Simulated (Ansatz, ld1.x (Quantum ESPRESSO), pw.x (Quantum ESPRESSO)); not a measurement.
What a changed setting does to a pw.x run (diamond P)

Potential: norm-conserving Troullier–Martins (Kleinman–Bylander form), ld1.x (Quantum ESPRESSO) 7.5, PBE; core [Ne], reference 3s2 3p3; waves: 3s (bound): rc 1.60 bohr; 3p (bound): rc 1.50 bohr; 3d channel at 0.35 Ry: rc 1.70 bohr; local part: all-electron potential smoothed inside 1.60 bohr (lloc = -1); core correction: none.

The reference run (k-mesh 8³, cutoffs 60/240 Ry, Fermi–Dirac 0.01 Ry, mixing_beta 0.4, conv_thr 1e-9, no spin) gives -0.44 GPa at 20.949 Å³/atom, where all-electron LAPW gives -0.21 GPa. This run, with its own iteration cap, changes smearing to gauss.

```
&control
  calculation='scf', prefix='x', pseudo_dir='./', outdir='./tmp', tstress=.true., disk_io='none'
/
&system
  ibrav=0, nat=2, ntyp=1, ecutwfc=60, ecutrho=240, nbnd=12,
  occupations='smearing', smearing='gauss', degauss=0.01
/
&electrons
  conv_thr=1e-09, mixing_beta=0.4, electron_maxstep=50
/
ATOMIC_SPECIES
P 1.0 P.UPF
CELL_PARAMETERS angstrom
  0.00000000 2.75668895 2.75668895
  2.75668895 0.00000000 2.75668895
  2.75668895 2.75668895 0.00000000
ATOMIC_POSITIONS crystal
P 0.0000 0.0000 0.0000
P 0.2500 0.2500 0.2500
K_POINTS automatic
8 8 8 0 0 0
```

```bash
pw.x < P.scf.in > P.scf.out
```

Task: How does the run end?

Result: It converges in 7 iterations; the free energy moves by +23.3 meV/atom and the pressure by +0.08 GPa. Gaussian smearing of the same width is narrower in effect than Fermi–Dirac, so its quadratic term in F is smaller.

```
Message from routine setup:
     using ibrav=0 with symmetry is DISCOURAGED, use correct ibrav instead
     lattice parameter (alat)  =       7.3672  a.u.
     unit-cell volume          =     282.7417 (a.u.)^3
     number of electrons       =        10.00
     number of Kohn-Sham states=           12
     kinetic-energy cutoff     =      60.0000  Ry
     charge density cutoff     =     240.0000  Ry
     scf convergence threshold =      1.0E-09
     Exchange-correlation= PBE
     number of k points=    29  Gaussian smearing, width (Ry)=  0.0100
     iteration #  1     ecut=    60.00 Ry     beta= 0.40
     total energy              =     -26.31367651 Ry
     estimated scf accuracy    <       0.01658313 Ry
     iteration #  2     ecut=    60.00 Ry     beta= 0.40
     total energy              =     -26.31278755 Ry
     estimated scf accuracy    <       0.00478095 Ry
     iteration #  3     ecut=    60.00 Ry     beta= 0.40
     total energy              =     -26.31297629 Ry
     estimated scf accuracy    <       0.00009104 Ry
     iteration #  4     ecut=    60.00 Ry     beta= 0.40
     total energy              =     -26.31298676 Ry
     estimated scf accuracy    <       0.00000033 Ry
     iteration #  5     ecut=    60.00 Ry     beta= 0.40
     total energy              =     -26.31298725 Ry
     estimated scf accuracy    <       0.00000002 Ry
     iteration #  6     ecut=    60.00 Ry     beta= 0.40
     total energy              =     -26.31298725 Ry
     estimated scf accuracy    <          9.3E-09 Ry
     iteration #  7     ecut=    60.00 Ry     beta= 0.40
     the Fermi energy is     6.6542 ev
!    total energy              =     -26.31298725 Ry
     estimated scf accuracy    <          2.0E-11 Ry
     smearing contrib. (-TS)   =      -0.00129327 Ry
     The total energy is F=E-TS. E is the sum of the following terms:
     one-electron contribution =       3.59244947 Ry
     hartree contribution      =       2.54112190 Ry
     xc contribution           =      -6.59386519 Ry
     ewald contribution        =     -25.85140015 Ry
     convergence has been achieved in   7 iterations
          total   stress  (Ry/bohr**3)                   (kbar)     P=       -3.63
     Message from routine punch:
     Nothing written, as per user request (disk_io='none')
```

The run took about 8.9 s on one core of a shared host (Neoverse-V2, 96 threads, 742 GiB, load 55).
